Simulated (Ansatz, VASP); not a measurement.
## AlN: VASP beside Ansatz

Aim: how closely do two programs agree when they are given the same cell, functional and k mesh? Other levels of theory on this material are compared in a session of their own.

Calculated with Ansatz 0.2.0; plane waves, with VASP 6.6.1 beside it; band structure at LDA and band structure at PBE.

### 1. Set-up

It takes space group F-43m (No. 216, cubic). The conventional cell has a = 4.368 Å, b = 4.368 Å, c = 4.368 Å, α = 90.00°, β = 90.00°, γ = 90.00°. Nearest to Al lie 4 N at 1.89 Å. Nearest to N lie 4 Al at 1.89 Å. Farther neighbours and most contacts between anions are not listed.

Structure file:

```xyz
2
Lattice="0.0000 2.1840 2.1840 2.1840 0.0000 2.1840 2.1840 2.1840 0.0000" Properties=species:S:1:pos:R:3 pbc="T T T"
Al    0.0000    0.0000    0.0000
N     1.0920    1.0920    1.0920
```

### 2. VASP: band structure, LDA

The same path points are solved in both programs, so levels can be compared one by one.

Lines of VASP's logs that name or quote its potential files are left out, and so is its time.

The input, INCAR:

```
SYSTEM = AlN
PREC = Accurate
ENCUT = 460
EDIFF = 1E-06
NELM = 100
ISMEAR = 0
SIGMA = 0.03
LREAL = .FALSE.
ALGO = Normal
GGA = CA
NBANDS = 16
LORBIT = 11
LWAVE = .FALSE.
LCHARG = .FALSE.
KPAR = 4
```

The input, POSCAR:

```
AlN
1.0
    0.0000000000      2.1839935596      2.1839935596
    2.1839935596      0.0000000000      2.1839935596
    2.1839935596      2.1839935596      0.0000000000
Al N
1 1
Direct
    0.0000000000      0.0000000000      0.0000000000
    0.2500000000      0.2500000000      0.2500000000
```

The input, KPOINTS:

```
Automatic mesh
0
Gamma
8 8 8
0 0 0
```

The input, KPOINTS_OPT:

```
Line mode
10
Line-mode
Reciprocal
  0.00000000   0.00000000   0.00000000 GAMMA
  0.50000000   0.00000000   0.50000000 X

  0.50000000   0.00000000   0.50000000 X
  0.50000000   0.25000000   0.75000000 W

  0.50000000   0.25000000   0.75000000 W
  0.37500000   0.37500000   0.75000000 K

  0.37500000   0.37500000   0.75000000 K
  0.00000000   0.00000000   0.00000000 GAMMA

  0.00000000   0.00000000   0.00000000 GAMMA
  0.50000000   0.50000000   0.50000000 L

  0.50000000   0.50000000   0.50000000 L
  0.62500000   0.25000000   0.62500000 U

  0.62500000   0.25000000   0.62500000 U
  0.50000000   0.25000000   0.75000000 W

  0.50000000   0.25000000   0.75000000 W
  0.50000000   0.50000000   0.50000000 L

  0.50000000   0.50000000   0.50000000 L
  0.37500000   0.37500000   0.75000000 K

  0.62500000   0.25000000   0.62500000 U
  0.50000000   0.00000000   0.50000000 X
```

Potentials, in the order of the species: Al and N (LDA family, release 64).

Run with:

```sh
$ mpirun -np 4 vasp_std
```

Numbers of over 12 decimals in the logs are rounded to 6 here.

What it wrote:

```text
[banner, memory and clock lines left out]
running    4 mpi-ranks, on    1 nodes
 distrk:  each k-point on    1 cores,    4 groups
 distr:  one band on    1 cores,    1 groups

 POSCAR found type information on POSCAR AlN
 POSCAR found :  2 types and       2 ions
 LDA part: xc-table for (Slater(with rela. corr.)+CA(PZ))
 , standard interpolation
 POSCAR, INCAR and KPOINTS ok, starting setup
 FFT: planning ... GRIDC
 FFT: planning ... GRID_SOFT
 FFT: planning ... GRID
 WAVECAR not read
 entering main loop
       N       E                     dE             d eps       ncg     rms          rms(c)
DAV:   1     0.710678708463E+01    0.71068E+01   -0.33869E+03   944   0.372E+02
DAV:   2    -0.182841705881E+02   -0.25391E+02   -0.24473E+02  1248   0.101E+02
DAV:   3    -0.188965813147E+02   -0.61241E+00   -0.61192E+00  1096   0.130E+01
DAV:   4    -0.188990518488E+02   -0.24705E-02   -0.24705E-02  1280   0.100E+00
DAV:   5    -0.188990700088E+02   -0.18160E-04   -0.18160E-04  1104   0.775E-02    0.865E+00
DAV:   6    -0.164413471115E+02    0.24577E+01   -0.10425E+01  1080   0.120E+01    0.288E+00
DAV:   7    -0.164052956646E+02    0.36051E-01   -0.14768E-01  1208   0.208E+00    0.203E+00
DAV:   8    -0.163765292116E+02    0.28766E-01   -0.39823E-02  1088   0.130E+00    0.601E-01
DAV:   9    -0.163746063343E+02    0.19229E-02   -0.46580E-03  1208   0.328E-01    0.220E-01
DAV:  10    -0.163746073222E+02   -0.98786E-06   -0.29054E-04  1144   0.968E-02    0.814E-02
DAV:  11    -0.163745961171E+02    0.11205E-04   -0.98254E-06  1144   0.198E-02    0.168E-02
DAV:  12    -0.163745959807E+02    0.13637E-06   -0.24977E-07   760   0.278E-03
   1 F= -.16374596E+02 E0= -.16374596E+02  d E =-.117617E-25
 Start KPOINTS_OPT (optional k-point list driver)
k-point batch [1-29\100]
       N       E                     dE             ncg
DAV:   1     0.819792138657E+03   -0.80797E+04      944
DAV:   2     0.159970567639E+03   -0.65982E+03     1296
DAV:   3     0.143983181723E+03   -0.15987E+02     1120
DAV:   4     0.143909206886E+03   -0.73975E-01     1232
DAV:   5     0.143908567133E+03   -0.63975E-03     1168
DAV:   6     0.143908560634E+03   -0.64991E-05     1176
DAV:   7     0.143908560563E+03   -0.70172E-07      952
[...]
k-point batch [88-100\100]
       N       E                     dE             ncg
DAV:   1     0.586101601364E+04   -0.44251E+04      424
DAV:   2     0.557306652167E+04   -0.28795E+03      576
DAV:   3     0.556689011441E+04   -0.61764E+01      504
DAV:   4     0.556686108459E+04   -0.29030E-01      584
DAV:   5     0.556686083261E+04   -0.25198E-03      496
DAV:   6     0.556686083009E+04   -0.25258E-05      552
DAV:   7     0.556686083006E+04   -0.24024E-07      432
```

OUTCAR, selected parts (step 2):

```text
ion  position               nearest neighbor table
   1  0.000  0.000  0.000-   2 1.89   2 1.89   2 1.89   2 1.89
   2  0.250  0.250  0.250-   1 1.89   1 1.89   1 1.89   1 1.89

  LATTYP: Found a face centered cubic cell.
 ALAT       =     4.3679871192

 Subroutine GETGRP returns: Found 24 space group operations
 (whereof 24 operations were pure point group operations)

The static configuration has the point symmetry T_d .

 Found     29 irreducible k-points:

   k-points           NKPTS =     29   k-points in BZ     NKDIM =     29   number of bands    NBANDS=     16

   dimension x,y,z NGX =    24 NGY =   24 NGZ =   24
   dimension x,y,z NGXF=    48 NGYF=   48 NGZF=   48

   ENCUT  =  460.0 eV  33.81 Ry    5.81 a.u.   5.40  5.40  5.40*2*pi/ulx,y,z

   NELECT =       8.0000    total number of electrons

 k-points in reciprocal lattice and weights: Automatic mesh
   0.00000000  0.00000000  0.00000000       0.002
   0.12500000  0.00000000  0.00000000       0.016
   0.25000000  0.00000000  0.00000000       0.016
   0.37500000  0.00000000  0.00000000       0.016
   0.50000000  0.00000000  0.00000000       0.008
   0.12500000  0.12500000  0.00000000       0.012
   0.25000000  0.12500000  0.00000000       0.047
   0.37500000  0.12500000  0.00000000       0.047
   0.50000000  0.12500000  0.00000000       0.047
[...]
-0.37500000  0.50000000  0.12500000       0.023
  -0.25000000  0.50000000  0.25000000       0.012

 average (electrostatic) potential at core
       1 -69.9072       2 -59.9106

 E-fermi :   5.9226

 k-point     1 :       0.0000    0.0000    0.0000
  band No.  band energies     occupation
      1      -9.1148      2.00000
      2       5.7094      2.00000
      3       5.7094      2.00000
      4       5.7094      2.00000
      5       9.9424      0.00000
      6      18.0425      0.00000
      7      18.0425      0.00000
      8      18.0425      0.00000
      9      23.2329      0.00000
    ...

 k-point     2 :       0.1250    0.0000    0.0000
  band No.  band energies     occupation
      1      -8.8831      2.00000
      2       4.5339      2.00000
      3       5.6280      2.00000
      4       5.6280      2.00000
      5      10.8604      0.00000
      6      17.4812      0.00000
      7      18.2148      0.00000
      8      18.2148      0.00000
      9      21.6972      0.00000
    ...

 k-point     3 :       0.2500    0.0000    0.0000
  band No.  band energies     occupation
      1      -8.2433      2.00000
      2       2.4436      2.00000
      3       5.4487      2.00000
      4       5.4487      2.00000
      5      12.1332      0.00000
      6      16.5023      0.00000
      7      17.8320      0.00000
      8      17.8320      0.00000
      9      21.7976      0.00000
    ...

  Total       -0.4724448     -0.4724448     -0.4724448     -0.0000000     -0.0000000     -0.0000000
  in kB      -36.3310171    -36.3310171    -36.3310171     -0.0000000     -0.0000000     -0.0000000
  external PRESSURE =     -36.3310171 kB  Pullay stress =       0.0000000 kB

  energy-cutoff  :      460.00
  volume of cell :       20.83
      direct lattice vectors                 reciprocal lattice vectors
     0.000000000  2.183993560  2.183993560    -0.228938404  0.228938404  0.228938404
     2.183993560  0.000000000  2.183993560     0.228938404 -0.228938404  0.228938404
     2.183993560  2.183993560  0.000000000     0.228938404  0.228938404 -0.228938404

 POSITION                                       TOTAL-FORCE (eV/Angst)
 -----------------------------------------------------------------------------------
      0.00000      0.00000      0.00000        -0.000000     -0.000000     -0.000000
      1.09200      1.09200      1.09200         0.000000      0.000000      0.000000
 -----------------------------------------------------------------------------------
    total drift:                               -0.000000     -0.000000     -0.000000

  FREE ENERGIE OF THE ION-ELECTRON SYSTEM (eV)
  ---------------------------------------------------
  free  energy   TOTEN  =       -16.3745959807 eV

  energy  without entropy=      -16.3745959807  energy(sigma->0) =      -16.37459598

 total charge
# of ion       s       p       d       tot
------------------------------------------
    1        0.377   0.457   0.000   0.834
    2        1.215   2.605   0.000   3.819
--------------------------------------------------
tot          1.592   3.061   0.000   4.653

[... 3 further parts left out ...]
```

The run ends at a pressure of -3.63 GPa.

### 3. Ansatz: band structure, LDA

Ansatz runs on its default PAW (the set named soft_2) files.

The same cell, functional (in two slightly different forms), mesh and smearing now go to Ansatz, which takes its cutoff from its data sets.

The input, input.yaml:

```yaml
crystal:
  lattice:
    - [0.0, 2.1839935596, 2.1839935596]
    - [2.1839935596, 0.0, 2.1839935596]
    - [2.1839935596, 2.1839935596, 0.0]
  atoms:
    - { symbol: Al, position: [0.0, 0.0, 0.0] }
    - { symbol: "N", position: [0.25, 0.25, 0.25] }
hamiltonian:
  xc: lda
  pseudopotentials: { kind: paw }
kpoints:
  mp_grid: { grid: [8, 8, 8] }
  band_path:
    path:
      - [0.0, 0.0, 0.0]
      - [0.16667, 0.0, 0.16667]
      - [0.33333, 0.0, 0.33333]
      - [0.5, 0.0, 0.5]
      - [0.5, 0.08333, 0.58333]
      - [0.5, 0.19444, 0.69444]
      - [0.5, 0.25, 0.75]
      - [0.45833, 0.29167, 0.75]
      - [0.40278, 0.34722, 0.75]
      - [0.375, 0.375, 0.75]
      - [0.20833, 0.20833, 0.41667]
      - [0.08333, 0.08333, 0.16667]
      - [0.0, 0.0, 0.0]
      - [0.22222, 0.22222, 0.22222]
      - [0.38889, 0.38889, 0.38889]
      - [0.51389, 0.47222, 0.51389]
      - [0.55556, 0.38889, 0.55556]
      - [0.61111, 0.27778, 0.61111]
      - [0.61111, 0.25, 0.63889]
      - [0.56944, 0.25, 0.68056]
      - [0.51389, 0.25, 0.73611]
      - [0.5, 0.27778, 0.72222]
      - [0.5, 0.38889, 0.61111]
      - [0.5, 0.47222, 0.52778]
      - [0.48611, 0.48611, 0.52778]
      - [0.43056, 0.43056, 0.63889]
      - [0.38889, 0.38889, 0.72222]
      - [0.59722, 0.19444, 0.59722]
      - [0.55556, 0.11111, 0.55556]
      - [0.5, 0.0, 0.5]
    npoints: 1
scf:
  occupations: { method: gaussian, width: 0.03 }
  n_extra_bands: 7
output:
  forces: true
  stress: true
  eigenvalues: true
```

Run with:

```sh
$ ansatz run input.yaml --threads 2 --pin off --max-ram 4608MiB --backend cpu --events-out ev --progress --plain --runs-dir out
```

What it wrote:

```text
scf.n_extra_bands = 7 over 4 filled bands (N_el = 8.0): the run solves 11 bands
Engine: ansatz 0.2.0, aarch64-unknown-linux-gnu
Pseudopotentials: kind: paw
Pseudopotential: Al, paw, valence charge 3, recommended cutoff 420 eV (normal), Al.paw.azcp
Pseudopotential: N, paw, valence charge 5, recommended cutoff 420 eV (normal), N.paw.azcp
Functional definition: SPW92
  exchange = slater_x
  correlation = pw_c
Crystal: 2 atoms, lattice volume = 20.835 Å³
Basis set: ecut = 420 eV, 411 PW (Γ)
Bands: 11, of which v1, the nominal top of the filled ones, is band 4 counted from 1 (3 counted from 0)
Symmetry: 24 space group operations
Space group: F-43m (ITA 216), of the structure as read, at distance tolerance 2.8e-5 Å
k-points: 29 of 512 (time reversal used)
Non-local potential: Al, projectors of the file, l = 0: 2, l = 1: 2, l = 2: 1
Non-local potential: N, projectors of the file, l = 0: 2, l = 1: 2, l = 2: 1
PAW form: soft (Blöchl's): semilocal exchange-correlation on the pseudo side does not see the compensation charge
PAW frozen core: Al, regenerated for the run's functional, and the local potential with it (the file was generated under x = pbe(κ = 0.804, μ = 0.219515), c = pbe(β = 0.066725))
PAW frozen core: N, regenerated for the run's functional, and the local potential with it (the file was generated under x = pbe(κ = 0.804, μ = 0.219515), c = pbe(β = 0.066725))
PAW one-centre angular grid: Al, 110 points (default); XC on 64 Gauss nodes
PAW one-centre angular grid: N, 110 points (default); XC on 64 Gauss nodes
Initial density: superposition of atomic densities (neutral atoms: chi_scale 0, normalization atom), corrected by the library's trained network
Initial wavefunctions: pseudopotential atomic-orbital guess
Functional: x = slater, c = lda
SCF iter   1: F=—  HF=-889.813229 eV  |F-HF|=—  |Δ(HF+E_count)|=         —  Δρ=8.86e-3  dr2=1.87e-2  ethr=1.77e-3  ⟨swp⟩=5.0  Hψ=2008  notcnv=0  defer=2
preconditioner: auto → none  [insulator: Δε(μ)=3.108 eV  Ē_g=18.834 eV  σ=0.030 eV  W_gap=1.00  n_scr=0 (ndim 8)  ℏωp=23.0 eV  f_vac=0.000  D(μ)=0.00/eV (n_scr^D=0)  ε∞_Penn≈2.5]
SCF iter   2: F=—  HF=-889.808283 eV  |F-HF|=—  |Δ(HF+E_count)|=   4.95e-3  Δρ=3.46e-3  dr2=2.65e-3  ethr=2.33e-4  ⟨swp⟩=1.8  Hψ=591  notcnv=0  defer=32
SCF iter   3: F=—  HF=-889.807441 eV  |F-HF|=—  |Δ(HF+E_count)|=   8.42e-4  Δρ=3.72e-4  dr2=1.22e-5  ethr=3.31e-5  ⟨swp⟩=2.5  Hψ=354  notcnv=0  defer=61
SCF iter   4: F=—  HF=-889.807438 eV  |F-HF|=—  |Δ(HF+E_count)|=   3.00e-6  Δρ=1.40e-5  dr2=2.52e-8  ethr=1.52e-7  ⟨swp⟩=2.2  Hψ=343  notcnv=0  defer=61
iter 5 did not close the SCF: its close was put off for the readings that it lacked (scf_convergence_deferred on its scf_iter line)
SCF iter   5: F=-889.807438 eV  HF=-889.807438 eV  |F-HF|=5.01e-11  |Δ(HF+E_count)|=   2.99e-9  Δρ=2.03e-6  dr2=3.28e-10  ethr=3.15e-10  ⟨swp⟩=2.3  Hψ=367  notcnv=0  defer=61
SCF iter   6: F=-889.807438 eV  HF=-889.807438 eV  |F-HF|=2.27e-13  |Δ(HF+E_count)|=  6.33e-11  Δρ=7.34e-8  dr2=5.22e-13  ethr=4.10e-12  ⟨swp⟩=4.5  Hψ=1239  notcnv=0
SCF 1 converged in 6 iterations: F = -889.807438 eV  dr2 = 5.22e-13
  greatest PAW one-centre occupation: 0.781 electrons in one spin orbital (limit 2), on the N atom at site 1 (counted from 0), in its partial waves of l = 0
NSCF: frozen V_eff on 30 k-points
SCF converged after 6 iterations
Free energy (F): -889.807438 eV
Harris-Foulkes:  -889.807438 eV  (|F-HF|=2.27e-13)
Internal energy: -889.807438 eV  (E = F + TS)
E sigma→0 (E₀):  -889.807438 eV
Fermi energy:    8.297900 eV
--- Per-component energies (eV) ---
  E_band       = 13.337449
  E_kinetic    = 158.767118
  E_local      = -223.418249  (includes V_loc(G=0)·N_el)
  E_nonlocal   = 57.502179
  E_hartree    = 76.302589
  E_xc         = -100.519293
  E_vxc        = -107.485137  (∫ρ·V_xc dr)
  E_paw        = -561.974077  (= ΣΔE_a)
  E_vpaw       = -24.633733  (= ΣTr[D̂ρ^β])
  E_aug_tail   = 0.000091  (compensation charges beyond the density's cutoff)
  E_ewald      = -296.603555
  E_core_change = 0.135761  (= ΣΔE_core)
  E_smearing   = -0.000000  (= −TS)
  E_closure    = -0.000000  (closes the sum)
  Σ components = -889.807438   (vs F -889.807438, Δ=0.00e0)
--- Forces (eV/Å), atoms counted from 1 ---
  atom   1  Al     0.00000000    -0.00000000    -0.00000000
  atom   2  N     -0.00000000     0.00000000     0.00000000
  max |Σ_I F_I| component: 2.22e-16 eV/Å
--- Stress (GPa, compression-positive) ---
       -3.604397       0.000000      -0.000000
        0.000000      -3.604397       0.000000
       -0.000000       0.000000      -3.604397
  P = ⅓ Tr σ = -3.6044 GPa (-36.044 kbar)
--- Band table (eV; the first three rows and the last of 29) ---
  k-point 0: bands = [-8.1394, 6.6761, 6.6761, 6.6761, 10.9052, 19.0345, 19.0345, 19.0345, ... 3 higher]
  k-point 1: bands = [-7.9076, 5.5048, 6.5973, 6.5973, 11.8249, 18.4704, 19.2041, 19.2041, ... 3 higher]
  k-point 2: bands = [-7.2692, 3.4189, 6.4191, 6.4191, 13.1019, 17.4843, 18.8105, 18.8105, ... 3 higher]
  k-point 28: bands = [-5.3067, 2.8612, 3.2064, 3.9586, 12.6399, 17.9144, 18.5093, 18.6516, ... 3 higher]
```

Run time: 0.64 s. Hardware: 2 threads of Arm Neoverse V2, shared host; peak memory 0.24 GiB.

Reading the cycles: dr2 is the Hartree energy of the density residual (eV), the measure of convergence; HF is the Harris–Foulkes estimate of the energy, which meets the free energy F at convergence.

### 4. Comparison

Known differences besides the potentials themselves: the two LDA forms differ slightly; the cutoff is 420 eV in Ansatz and 460 eV in VASP; VASP's log shows a relativistic correction to its local exchange, Ansatz's none. Total energies have different zeros and are not compared.

Compared:

```tsv
quantity	Ansatz	VASP	difference
pressure (GPa)	-3.60	-3.63	+0.03
pressure without Ansatz's Pulay correction (GPa)	-4.27	-3.63	-0.64
gap over the path points (eV)	3.244	3.222	+0.022
```

Levels at points of the path, from each program's valence-band top (eV; 3 filled, then empty):

```tsv
k (reciprocal lattice)	Ansatz	VASP
0.000 0.000 0.000	0.00 0.00 0.00 4.23 12.36	0.00 0.00 0.00 4.23 12.33
0.167 0.000 0.167	-1.71 -0.52 -0.52 5.89 10.96	-1.71 -0.53 -0.53 5.88 10.94
0.333 0.000 0.333	-3.90 -1.40 -1.40 4.74 9.18	-3.90 -1.41 -1.41 4.72 9.17
0.500 0.000 0.500	-4.95 -1.78 -1.78 3.24 8.42	-4.96 -1.79 -1.79 3.22 8.41
0.500 0.083 0.583	-4.79 -2.09 -2.06 3.86 8.91	-4.80 -2.10 -2.08 3.84 8.91
0.500 0.194 0.694	-4.15 -3.07 -2.63 5.57 10.59	-4.16 -3.08 -2.64 5.56 10.59
0.500 0.250 0.750	-3.81 -3.47 -2.72 5.96 11.24	-3.82 -3.48 -2.73 5.96 11.24
0.458 0.292 0.750	-4.03 -3.48 -2.33 5.77 10.65	-4.04 -3.50 -2.35 5.76 10.65
0.403 0.347 0.750	-4.26 -3.64 -1.52 5.19 10.01	-4.27 -3.65 -1.53 5.18 10.01
0.375 0.375 0.750	-4.29 -3.66 -1.38 5.08 9.93	-4.30 -3.68 -1.39 5.06 9.93
```

Among the levels compared at these points, filled levels agree within 16 meV and empty ones within 25 meV. Ansatz's pressure holds a Pulay correction of 0.66 GPa; VASP's holds none.

(Continued in part 2 of 2.)

[Lines on the potential files, build, host, timing and source positions are cut from VASP's logs without a mark.]

[Logs are printed without paths, hosts, clocks, repeated set-up lines and the standing remarks that a program may print on its own settings, such as how far it seeks lower states.]

[Hosts, paths, dates, database ids (printed as entryN), source tags and the programs' standing remarks are cut or masked in the printed files.]
